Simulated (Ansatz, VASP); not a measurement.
## One calculation of ZnCu, two programs

```
Zn Cu
1.0
     2.92055    0.00000    0.00000
     0.00000    2.92055    0.00000
     0.00000    0.00000    2.92055
Zn Cu
1 1
Direct
  0.50000 0.50000 0.50000
  0.00000 0.00000 0.00000
```

The cell comes from a database or a generator and needn't be the stable form of this composition.

Alike in both runs: task single point; functional PBE; k mesh 6 × 6 × 6; occupations gaussian, width 0.1 eV; no spin polarisation.

|  | VASP | Ansatz |
| --- | --- | --- |
| version | VASP 6.6.1 | Ansatz 0.2.0 |
| potentials or method | VASP PAW PBE potentials, release 64 (Zn, Cu) | scalar-relativistic, plane waves, PAW |
| plane-wave cutoff (eV) | 520 | 420 |
| valence electrons in the cell | 23 | 31 |

|  | VASP | Ansatz | Ansatz less VASP |
| --- | --- | --- | --- |
| gap on the k mesh at the Fermi level (eV) | none | none | - |
| pressure (GPa) | 6.7 | 6.2 | -0.56 |

A gap of «none» marks a metal or a gap that the smearing closes. The two sets of potentials don't hold the same shells in valence.
